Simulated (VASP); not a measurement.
# Ti (P6/mmm) in VASP: notebook

The runs below take Ti through single point, with PBE.

Everything below comes from runs of VASP 6.6.1. Logs are shortened: lines on timing, memory, paths and dates and some standing lists are left out, and cuts for length are marked.

**1. The crystal as given**

Symmetry: P6/mmm, No. 191, hexagonal system. Conventional cell: a = 4.567 Å, b = 4.567 Å, c = 2.826 Å, α = 90.00°, β = 90.00°, γ = 120.00°. Around Ti (site symmetry -6m2) lie 11 Ti at 2.64 to 2.99 Å. Ti (site symmetry 6/mmm) has 14 Ti at 2.83 to 2.99 Å as nearest neighbours.

This isn't the form of Ti at room conditions, which is hcp.

**2. Single point, PBE**

File INCAR:

```
SYSTEM = Ti
PREC     = Accurate       ! precision mode
ENCUT    = 250            ! plane-wave cutoff, eV
EDIFF    = 1E-6           ! SCF threshold, eV
ISMEAR   = 0              ! smearing method
SIGMA    = 0.15           ! smearing width, eV
LREAL    = .False.        ! projectors in reciprocal space
LASPH    = .True.         ! aspherical terms in the spheres
NELM     = 100            ! most SCF steps
ALGO     = Normal         ! electronic algorithm
ISIF     = 2              ! what is computed and relaxed
LWAVE    = .False.        ! write WAVECAR
LCHARG   = .False.        ! write CHGCAR
GGA      = PE             ! functional
NBANDS   = 13             ! bands
ADDGRID  = .False.
```

File KPOINTS:

```
Automatic mesh
0
Gamma
  12 12 17
  0 0 0
```

File POSCAR:

```
Ti
1.0
    4.5673748306      0.0000000000      0.0000000000
   -2.2836874153      3.9554626319      0.0000000000
    0.0000000000      0.0000000000      2.8262442700
Ti
3
Direct
    0.6535550000      0.3369470000      0.4982190000
    0.3492570000      0.6782810000      0.5288300000
    0.0014220000     -0.0021490000     -0.0037100000
```

Potentials or basis: VASP PAW PBE potentials, release 64 (Ti).

Command:

```sh
> cat potpaw_PBE.64/Ti/POTCAR > POTCAR
> mpirun -np 1 vasp_std > vasp.out
```

OUTCAR:

```text
SYSTEM = Ti
   PREC = Accurate
   ENCUT = 250
   EDIFF = 1E-6
   ISMEAR = 0
   LREAL = .False.
   LASPH = .True.
   NELM = 100
   ISIF = 2
   GGA = PE

 Found   1226 irreducible k-points:

 Following reciprocal coordinates:
            Coordinates               Weight
  0.000000  0.000000  0.000000      1.000000
  0.083333  0.000000  0.000000      2.000000
  0.000000  0.083333  0.000000      2.000000
 -0.083333  0.083333  0.000000      2.000000
  0.166667  0.000000  0.000000      2.000000
  0.000000  0.166667  0.000000      2.000000
   k-points           NKPTS =   1226   k-points in BZ     NKDIM =   1226   number of bands    NBANDS=     13
   number of dos      NEDOS =    301   number of ions     NIONS =      3
   total plane-waves  NPLWV =   9216
   dimension x,y,z NGX =    24 NGY =   24 NGZ =   16
   dimension x,y,z NGXF=    48 NGYF=   48 NGZF=   32
   ions per type =               3
   NGX,Y,Z   is equivalent  to a cutoff of   8.74,  8.74,  9.41 a.u.
   NGXF,Y,Z  is equivalent  to a cutoff of  17.47, 17.47, 18.82 a.u.
 SYSTEM =  Ti
   PREC   = accura    normal or accurate (medium, high low for compatibility)
   ISTART =      0    job   : 0-new  1-cont  2-samecut
   ICHARG =      2    charge: 1-file 2-atom 10-const
   ISPIN  =      1    spin polarized calculation?
   LNONCOLLINEAR =      F non collinear calculations
   LSORBIT =      F    spin-orbit coupling
   LASPH  =      T    aspherical Exc in radial PAW
   ENCUT  =  250.0 eV  18.37 Ry    4.29 a.u.   5.89  5.89  3.64*2*pi/ulx,y,z
   NELM   =    100;   NELMIN=  2; NELMDL= -5     # of ELM steps
   EDIFF  = 0.1E-05   stopping-criterion for ELM
   LREAL  =      F    real-space projection
   EDIFFG = 0.1E-04   stopping-criterion for IOM
   NSW    =      0    number of steps for IOM
   IBRION =     -1    ionic relax: 0-MD 1-quasi-New 2-CG
   NFREE  =      0    steps in history (QN), initial steepest desc. (CG)
   ISIF   =      2    stress and relaxation
   ISYM   =      2    0-nonsym 1-usesym 2-fastsym
   POTIM  = 0.5000    time-step for ionic-motion
   TEBEG  =    0.0;   TEEND  =   0.0 temperature during run
   PSTRESS=    0.0 pullay stress
   NELECT =      12.0000    total number of electrons
   NUPDOWN=      -1.0000    fix difference up-down
   EMIN   =  10.00;   EMAX   =-10.00  energy-range for DOS
   EFERMI =   0.00;   METHOD = LEGACY
   ISMEAR =     0;   SIGMA  =   0.15  broadening in eV -4-tet -1-fermi 0-gaus
   EFERMI_NEDOS =   21; number of points for ismear=-14 and -15
   IALGO  =     38    algorithm
   IMIX   =      4    mixing-type and parameters
     AMIX     =   0.40;   BMIX     =  1.00
     AMIX_MAG =   1.60;   BMIX_MAG =  1.00
  volume/ion in A,a.u.               =      17.02       114.85
  Fermi-wavevector in a.u.,A,eV,Ry     =   1.010285  1.909162 13.887145  1.020676
  Thomas-Fermi vector in A             =   2.143265
   LORBIT       =      0    0 simple, 1 ext, 2 COOP (PROOUT), +10 PAW based schemes
   GGA     = PE    functional components
   LHFCALC =     F    Hartree Fock is set to
   AEXX    =    0.0000 exact exchange contribution
   IVDW    =     0    specifies the selected vdW correction
   LEPSILON=     F    determine dielectric tensor
   LRPA    =     F    only Hartree local field effects (RPA)
 non-spin polarized calculation
 Gauss-broadening in eV      SIGMA  =   0.15
  energy-cutoff  :      250.00
  volume of cell :       51.06
 maximum number of plane-waves:       476
   NGX = 11   NGY = 11   NGZ =  7

 number of electron      12.0000006 magnetization

 Free energy of the ion-electron system (eV)
  ---------------------------------------------------
  ext. energy  EPLUGINS =         0.00000000
  ---------------------------------------------------
  free energy    TOTEN  =       -23.31506241 eV

  energy without entropy =      -23.28258390  energy(sigma->0) =      -23.29882316

 E-fermi :   3.0418     XC(G=0): -11.1509

 val. band max:        3.0417360620   @ k =   0.3333   0.1667   0.0588
 cond. band min:       3.0421316372   @ k =   0.3333   0.1667   0.0000
 fundamental gap:      0.0003955752
 Fermi energy:         3.0418178581

 k-point     1 :       0.0000    0.0000    0.0000
  band No.  band energies     occupation
      1      -2.9633      2.00000
      2       1.1151      2.00000
      3       2.3084      2.00000
      4       2.3965      2.00000
      5       2.4131      2.00000
      6       2.5021      2.00000
      7       3.0309      1.08170
      8       3.6915      0.00000
      9       4.3058      0.00000
     10       4.3325      0.00000
     11       4.7132      0.00000
     12       4.8418      0.00000
     13       4.9675      0.00000

 k-point     2 :       0.0833    0.0000    0.0000
  band No.  band energies     occupation
      1      -2.8822      2.00000
      2       1.1221      2.00000
      3       2.0582      2.00000
      4       2.2802      2.00000
      5       2.4792      2.00000
      6       2.6207      1.99993
      7       3.1194      0.46477
      8       3.7047      0.00000
      9       4.2676      0.00000
     10       4.3642      0.00000
     11       4.6077      0.00000
     12       4.7284      0.00000
     13       5.1167      0.00000

 k-point     3 :       0.0000    0.0833    0.0000
  band No.  band energies     occupation
      1      -2.8823      2.00000
      2       1.1197      2.00000
      3       2.0867      2.00000
      4       2.2675      2.00000
      5       2.3954      2.00000
      6       2.6523      1.99976
      7       3.1402      0.35356
      8       3.7104      0.00000
      9       4.2546      0.00000
     10       4.3906      0.00000
     11       4.5693      0.00000
     12       4.8138      0.00000
     13       5.0379      0.00000

 k-point     4 :      -0.0833    0.0833    0.0000
  band No.  band energies     occupation
      1      -2.8824      2.00000
      2       1.1187      2.00000
      3       2.1139      2.00000
      4       2.2420      2.00000
      5       2.3937      2.00000
      6       2.6383      1.99986
      7       3.1437      0.33668
      8       3.7203      0.00000
      9       4.2746      0.00000
     10       4.3723      0.00000
     11       4.5849      0.00000
     12       4.7635      0.00000
     13       5.0921      0.00000

 k-point     5 :       0.1667    0.0000    0.0000
  band No.  band energies     occupation
      1      -2.6432      2.00000
      2       1.1030      2.00000
      3       1.6680      2.00000
      4       2.2383      2.00000
      5       2.3120      2.00000
      6       2.9102      1.78542
      7       3.2315      0.07377
      8       3.7161      0.00000
      9       4.1112      0.00000
     10       4.4235      0.00000
     11       4.5048      0.00000
     12       4.6434      0.00000
     13       5.3570      0.00000

 k-point     6 :       0.0000    0.1667    0.0000
  band No.  band energies     occupation
      1      -2.6435      2.00000
      2       1.0839      2.00000
      3       1.7266      2.00000
      4       2.1715      2.00000
      5       2.2185      2.00000
      6       2.9168      1.76136
      7       3.2851      0.02183
      8       3.7311      0.00000
      9       4.1136      0.00000
     10       4.3922      0.00000
     11       4.5660      0.00000
     12       4.6806      0.00000
     13       5.3013      0.00000

 [... further k-points ...]
[... 5 lines left out ...]
  --------------------------------------------------------------------------------------
  -------------------------------------------------------------------------------------
  Total       -0.2799717     -0.3896660     -0.2367141      0.0724950      0.0435070      0.0248461
  in kB       -8.7851892    -12.2272692     -7.4278161      2.2748100      1.3651990      0.7796432
  external PRESSURE =      -9.4800915 kB  Pullay stress =       0.0000000 kB

 VOLUME and BASIS-vectors are now :
 -----------------------------------------------------------------------------
  energy-cutoff  :      250.00
  volume of cell :       51.06
      direct lattice vectors                 reciprocal lattice vectors
     4.567374831  0.000000000  0.000000000     0.218944150  0.126407464  0.000000000
    -2.283687415  3.955462632  0.000000000     0.000000000  0.252814928  0.000000000
     0.000000000  0.000000000  2.826244270     0.000000000  0.000000000  0.353826458

 POSITION                                       TOTAL-FORCE (eV/Angst)
 -----------------------------------------------------------------------------------
      2.21555      1.33278      1.40809         0.291022     -0.024656      0.004210
      0.04621      2.68292      1.49460        -0.258782     -0.052360     -0.263905
     -2.27228      3.94696      2.81576        -0.032240      0.077016      0.259695
 -----------------------------------------------------------------------------------
    total drift:                               -0.000161      0.000090      0.000164

  FREE ENERGIE OF THE ION-ELECTRON SYSTEM (eV)
  ---------------------------------------------------
  free  energy   TOTEN  =       -23.3150624144 eV

  energy  without entropy=      -23.2825838991  energy(sigma->0) =      -23.29882316
```

Run time: 2.2 min. Hardware: 1 thread of Intel Xeon Platinum 8488C (Sapphire Rapids), shared host; peak memory 0.33 GiB.

These settings aren't checked as converged: the numbers below hold their error.

Results:

| Property | Result |
| --- | --- |
| Free energy | -23.3151 eV |
| Pressure | -0.9 GPa |
| Largest force | 0.373 eV/Å |
| Band gap on the k mesh | none (metal or under the smearing width) |

**3. Single point, PBE**

Edit INCAR of step 2 so:

```diff
@@ -2,3 +2,3 @@
 PREC     = Accurate       ! precision mode
-ENCUT    = 250            ! plane-wave cutoff, eV
+ENCUT    = 350            ! plane-wave cutoff, eV
 EDIFF    = 1E-6           ! SCF threshold, eV
```

KPOINTS is that of step 2.

File POSCAR:

```
Ti
1.0
    4.5673748306      0.0000000000      0.0000000000
   -2.2836874153      3.9554626319      0.0000000000
    0.0000000000      0.0000000000      2.8262442700
Ti
3
Direct
    0.6666666667      0.3333333333      0.5000000000
    0.3333333333      0.6666666667      0.5000000000
    0.0000000000      0.0000000000      0.0000000000
```

Potentials or basis: VASP PAW PBE potentials, release 64 (Ti).

Command:

```sh
> cat potpaw_PBE.64/Ti/POTCAR > POTCAR
> mpirun -np 1 vasp_std > vasp.out
```

It took 36 s on 1 thread of Intel Xeon Platinum 8488C (Sapphire Rapids), shared host; peak memory 0.18 GiB.

These settings aren't checked as converged: the numbers below hold their error.

Results:

- Free energy: -23.3428 eV
- Pressure: -1.1 GPa
- Band gap on the k mesh: none (metal or under the smearing width)

(Continued in part 2 of 2.)
